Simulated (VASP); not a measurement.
**CO2 under changes of volume**

One of the cells (7.610 Å³/atom); the others are scaled copies at fixed shape and fractional positions:

```
O C
1.0
    -1.96019    1.96019    2.97084
     1.96019   -1.96019    2.97084
     1.96019    1.96019   -2.97084
O C
4 2
Direct
  0.87500 0.95704 0.58204
  0.37500 0.29296 0.41796
  0.04296 0.62500 0.91796
  0.70704 0.12500 0.08204
  0.00000 0.00000 0.00000
  0.75000 0.25000 0.50000
```

The cell comes from a database or a generator and needn't be the stable form of this composition.

- Program: VASP 6.6.1
- Functional: PBEsol
- Potentials or basis: VASP PAW PBE potentials, release 64 (O, C)
- Cutoff: 520 eV
- k mesh: 8 × 8 × 8
- Occupations: gaussian, width 0.02 eV
- Spin: no spin polarisation

```csv
volume (Å³/atom),energy over the lowest point (meV/atom),pressure (GPa),gap on the mesh (eV),largest force (eV/Å)
7.306,13.36,13.0,7.69,0.635
7.458,3.75,6.5,7.62,0.307
7.610,0.00,0.6,7.56,0.004
7.762,1.57,-4.7,7.49,0.276
7.914,?,?,?,?
```

What does the run at 7.914 Å³/atom give?

Energy over the lowest point 7.91 meV/atom; pressure -9.4 GPa; gap on the mesh 7.42 eV; largest force 0.534 eV/Å.

Worked out: A Birch-Murnaghan fit of order 2 (a polynomial in V^(-2/3)) to the other rows has its minimum at 7.64 Å³/atom with B0 = V·E''(V) = 276 GPa at fixed shape and positions, which overstates the stiffness. It gives 7.94 meV/atom at 7.914 Å³/atom, against the run's 7.91, and -dE/dV = -9.1 GPa, against -9.4. A straight line through the other rows of the gap, of slope -3.27 eV per unit of ln V, extrapolates to 7.43 eV, against the run's 7.42.

Energies are extrapolated to zero smearing.

Caveats: the PAW data sets were made with another functional, which shifts forces and pressure a little.

A mesh can miss the band edges.
